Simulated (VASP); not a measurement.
**Mo: relaxation of cell and atoms with revPBE**

Mo:

```
CELL_PARAMETERS angstrom
-1.58381 1.58381 1.58381
1.58381 -1.58381 1.58381
1.58381 1.58381 -1.58381
ATOMIC_POSITIONS crystal
Mo 0.00000 0.00000 0.00000
```

```yaml
Program: VASP 6.6.1
Task: relaxation of cell and atoms
Functional: revPBE
Potentials_or_basis: VASP PAW PBE potentials, release 64 (Mo_sv)
Cutoff: 600 eV
k_mesh: 12 × 12 × 12
Occupations: fermi-dirac, width 0.05 eV
Spin: no spin polarisation
Further_INCAR_settings: ALGO = Fast; EDIFF = 1e-06; IBRION = 2; EDIFFG = -0.01; NSW = 60; ISIF = 3
```

| Quantity | Value |
| --- | --- |
| Relaxed volume | 15.96 Å³/atom |
| Relaxed cell | a = 2.747 Å, b = 2.747 Å, c = 2.747 Å, α = 109.47°, β = 109.47°, γ = 109.47° |
| Space group after relaxing (to 0.05 Å) | Im-3m (No. 229) |
| Energy gained by relaxing | 0.2 meV/atom |
| Ionic steps | 7 |
| Pressure after relaxing | -0.1 GPa |
| Band gap on the k mesh | none (metal or under the smearing width) |

Step by step:
```csv
step,energy change (eV),largest force (eV/Å),pressure (GPa),volume (Å³)
1,0.0000,0.0000,1.02,15.89
2,0.0013,0.0000,-2.77,16.13
3,-0.0002,0.0000,0.27,15.95
4,-0.0002,0.0000,-0.28,15.97
5,-0.0002,0.0000,-0.14,15.96
6,-0.0002,0.0000,-0.11,15.96
7,-0.0002,0.0000,-0.07,15.96
```

Final structure:
```yaml
crystal:
  lattice:
    - [-1.58598, 1.58598, 1.58598]
    - [1.58598, -1.58598, 1.58598]
    - [1.58598, 1.58598, -1.58598]
  atoms:
    - { symbol: Mo, position: [0.00000, 0.00000, 0.00000] }
```

Levels at points of the mesh, in eV from the Fermi level:
| k point | band 4 | band 5 | band 6 | band 7 | band 8 | band 9 | band 10 | band 11 |
| --- | --- | --- | --- | --- | --- | --- | --- | --- |
| (0.00, 0.00, 0.00) | -34.56 | -7.11 | -1.28 | -1.28 | -1.28 | 1.67 | 1.67 | 14.84 |
| (0.50, 0.00, 0.00) | -34.57 | -5.15 | -3.26 | 1.59 | 1.69 | 2.30 | 4.63 | 11.38 |
| (0.50, 0.50, 0.50) | -35.46 | -5.23 | -5.23 | 3.90 | 3.90 | 3.90 | 8.96 | 8.96 |

Run time: 18 s on 1 thread of Intel(R) Xeon(R) 6975P-C (Granite Rapids), with other jobs on the host, peak memory 0.15 GiB.

Caveat: the PAW data sets were made with another functional, which shifts forces and pressure a little.
